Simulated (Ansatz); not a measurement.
# Nb: a tetragonal deformation path

This session takes Nb and sets out to look for other minima along a tetragonal path.

The COD entry's cell or inner coordinates are ideal or old and differ from later refinements, so a difference from it is no clean test against experiment.

Computed with Ansatz 0.2.0 (DFT PBE, scalar-relativistic, plane waves, PAW, unless a step's input says otherwise).

## Step 1: The structure to begin with

It takes space group Im-3m (No. 229, cubic). The conventional cell has a = 3.328 Å, b = 3.328 Å, c = 3.328 Å, α = 90.00°, β = 90.00°, γ = 90.00°. Nb (site symmetry m-3m) is surrounded by 8 Nb at 2.88 Å.

Coordinates:

```
Nb
1.0
    -1.66395    1.66395    1.66395
     1.66395   -1.66395    1.66395
     1.66395    1.66395   -1.66395
Nb
1
Cartesian
  0.0000 0.0000 0.0000
```

No relaxation comes first: the listed cell is the starting point.

## Step 2: Zero of energy

The reference gives a free energy of -4552.2900 eV, pressure -2.57 GPa, largest force 0.000 eV/Å and gap on the mesh none (metal). It was computed beforehand with the settings of the runs below.

## Step 3: The scan: a tetragonal deformation path

At fixed volume and fractional coordinates, lengths along (0.000, 0.000, 1.000) are scaled against those across it; ρ is that ratio over its starting value.

## Step 4: At ρ = 0.707

The input, input.yaml:

```yaml
crystal:
  lattice:
    - [-1.8678147505, 1.8678147505, 1.3205450286]
    - [1.8678147505, -1.8678147505, 1.3205450286]
    - [1.8678147505, 1.8678147505, -1.3205450286]
  atoms:
    - { symbol: Nb, position: [0.0, 0.0, 0.0] }
basis:
  ecutwfc: 420
kpoints:
  mp_grid: { grid: [22, 22, 22] }
hamiltonian:
  xc: pbe
scf:
  occupations: { method: gaussian, width: 0.15 }
output:
  forces: true
  stress: true
  eigenvalues: true
```

On the command line:

```
$ ansatz run input.yaml --threads 1 --pin off --max-ram 2560MiB --backend cpu --events-out ev --progress --plain --runs-dir out
```

Further runs follow: ρ = 1.414; At ρ = 0.850; ρ = 1.200; point ρ = 0.780; At ρ = 1.300; ρ = 0.920; ρ = 1.100; At ρ = 0.650; point ρ = 1.500; ρ = 0.960; At ρ = 1.050.

Q: Predict the outcome of this session. Wanted: highest point.

As calculated:

```
     quantity                        value
highest point  394.6 meV/atom at ρ = 0.650
```

In words: The undisturbed cell stays the lowest of the sampled points. No further minimum shows among the sampled points. At ρ = 1.414 the cell takes another symmetry, Fm-3m, 325.0 meV/atom from the start at this fixed volume.
